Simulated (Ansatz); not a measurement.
# Calculated 177Hf nuclear quadrupole resonance for HfO2

Cell: a COD entry, its atoms then relaxed with PBE in this cell.

Space group Pbca (No. 61); a = 5.0598, b = 10.0172, c = 5.2276 Å.

| site | Wyckoff | site symmetry | x | y | z |
| --- | --- | --- | --- | --- | --- |
| Hf | 8c | 1 | 0.7451 | 0.8845 | 0.9649 |
| O9 | 8c | 1 | 0.8705 | 0.7907 | 0.6240 |
| O17 | 8c | 1 | 0.5029 | 0.9764 | 0.2617 |

One atom of each set is listed.

Computed with Ansatz: DFT, r2SCAN, plane waves and PAW, scalar-relativistic, 500 eV cutoff, Γ-centred 5×3×5 k-points, Fermi–Dirac smearing 0.02 eV.

177Hf: I = 7/2, Q = 3365 mb (year-2017 value). Static lattice, zero field.

Problem. The simulated lines lie at 83.5, 131.4, 202.3 MHz. What are |C_Q|, η and |V_zz| at Hf?

Solution. For I = 7/2 and η = 0 the lines are |C_Q|/14 times 1, 2 and 3; η shifts the lowest up most. Here |C_Q| = 951 MHz, η = 0.27 and |V_zz| = 11.69 × 10²¹ V/m². The calculation gives V_zz positive; the lines don't show the sign. The site has 7 O at 2.04–2.22 Å.

Without spin–orbit coupling the gradients at and beside Hf can be off by some per cent, at some sites by more.
